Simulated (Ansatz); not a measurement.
**TaN: a vibration from a frozen displacement**

Level of theory: DFT PBEsol, scalar-relativistic, plane waves, PAW in Ansatz 0.2.0. Settings: plane waves to 420 eV, k-mesh 12×12×16 (Γ-centred), Gaussian smearing 0.15 eV. Spin–orbit coupling is left out, which matters for the heavy elements here. No spin polarisation. Energies are free energies at this smearing, counted from the undisturbed cell; pressure is positive in compression.

The starting cell (relaxed at this level; this form isn't the usual structure):

```
CELL_PARAMETERS angstrom
5.20509 0.00000 0.00000
-2.60254 4.50774 0.00000
0.00000 0.00000 2.90359
ATOMIC_POSITIONS crystal
Ta 0.00000 0.00000 0.00000
Ta 0.33333 0.66667 0.50000
Ta 0.66667 0.33333 0.50000
N 0.50000 0.00000 0.00000
N 0.50000 0.50000 0.00000
N 0.00000 0.50000 0.00000
```

Atom 2 (Ta) is moved by x along the Cartesian unit vector (0.000, 0.000, -1.000); the cell and all other atoms stay fixed. The cell's volume is 68.13 Å³; the moved atoms weigh 180.948 u together and the others 403.917 u. Some rows repeat others by symmetry and weren't run.

```
  x (Å)  ΔE (meV/cell) total force on the moved atoms along the move (eV/Å) pressure (GPa)
-0.4500        2309.90                                               10.9958         22.5081
-0.3938        1739.43                                                9.3243         17.3848
-0.3375        1258.94                                                7.7635         12.8603
-0.2813         863.88                                                6.3121          8.9856
-0.2250         547.27                                                4.9485          5.7744
-0.1125         135.10                                                2.4117          1.4441
 0.0000           0.00                                                0.0000         -0.0139
 0.1125         135.10                                               -2.4117          1.4441
 0.2250         547.27                                               -4.9485          5.7744
 0.2813         863.88                                               -6.3121          8.9856
 0.3375        1258.94                                               -7.7635         12.8603
 0.3938        1739.43                                               -9.3243         17.3848
 0.4500        2309.90                                              -10.9958         22.5081
```

Task: What frequency belongs to this motion?

Result: The force constant is k = −dF/dx = 21.437 eV/Å², from the parabola through x = -0.1125, 0 and 0.1125. In every cell the moved atoms swing against the rest, so the mass is μ = m₁m₂/(m₁ + m₂) = 124.965 u, and ν̃ = 521.5 cm⁻¹ × √(|k|/μ) = 216 cm⁻¹. The pattern needn't be a normal mode: ν̃² is then a weighted mean of the squared nonzero frequencies at the zone centre of this cell, so it lies between the lowest and the highest of them.

Task: How far does the harmonic law reach?

Result: At x = -0.450 Å, kx²/2 = 2170.53 meV against the computed 2309.90 meV (+6.4 %): the well is still close to harmonic there.

Task: The pressure changes with x². What does that say about the frequency under compression?

Result: With E = k(V)x²/2, k ∝ V^(−2γ) and x scaling with the cell as V^(1/3), P − P0 = −∂E/∂V = (2γ − 2/3) ΔE/V. At x = 0.2250 Å, V(P − P0) = 68.13 × 5.78829 / 160.2 eV = 2461.29 meV and ΔE = 547.27 meV, so γ = 1/3 + V(P − P0)/(2ΔE) = 2.58. This is the Grüneisen parameter of the motion under uniform scaling of the cell: shrinking the cell evenly by 1 % in volume raises the frequency by about 2.58 %.

In a metal these slopes depend on the k mesh and the smearing.

The displaced Ta sits midway between two triangles of N, in a single well that stiffens steadily with amplitude. Periodic images move together, so the Ta–Ta spacing along the chain doesn't change, and the restoring force probably comes mainly from the Ta–N bonds, strong through Ta 5d–N 2p overlap. Moving the atom shortens three of these bonds and stretches three. The mirror plane cancels the odd terms, but the repulsion on the short side grows faster than the pull on the long side weakens, which leaves a positive quartic term. The same steep short-range repulsion explains why the displacement raises the pressure and why the motion hardens under compression.

The 216 cm⁻¹ isn't a line to look for in a spectrum. By symmetry, moving one of the two equivalent Ta atoms mixes their in-phase and antiphase motions, and the antiphase one involves no N at all. The positive curvature therefore doesn't rule out a soft mode along another pattern or at another wavevector.
